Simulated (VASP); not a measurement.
CdSe:

```
CELL_PARAMETERS angstrom
0.00000 3.07027 3.07027
3.07027 0.00000 3.07027
3.07027 3.07027 0.00000
ATOMIC_POSITIONS crystal
Cd 0.00000 0.00000 0.00000
Se 0.25000 0.25000 0.25000
```

Measurements of this composition are mostly on another form, of space group No. 186.

Base run:

```yaml
Program: VASP 6.6.1
Functional: PBE
Potentials_or_basis: VASP PAW PBE potentials, release 64 (Cd, Se)
Cutoff: 520 eV
k_mesh: 8 × 8 × 8
Occupations: fermi-dirac, width 0.05 eV
Spin: no spin polarisation
```

Its results: band gap on the k mesh 0.55 eV, direct; pressure 1.6 GPa.

**Question.** After a change of settings the same cell gave: band gap on the k mesh 1.02 eV, direct; pressure 0.1 GPa. Which change was it?
A. functional from PBE to r2SCAN-EpsX; k mesh from 8 × 8 × 8 to 4 × 4 × 4
B. functional from PBE to PBEsol
C. functional from PBE to r2SCAN; further incar settings from ALGO = Normal; EDIFF = 1e-07; NBANDS = 16 to ALGO = Normal; EDIFF = 1e-07
D. occupations from fermi-dirac, width 0.05 eV to gaussian, width 0.021 eV; further incar settings from ALGO = Normal; EDIFF = 1e-07; NBANDS = 16 to ALGO = Fast; EDIFF = 1e-07; NBANDS = 16

**Answer.** C.

Caveats: the PAW data sets were made with another functional, which shifts forces and pressure a little (some runs).

Not every run made on this cell is shown here.
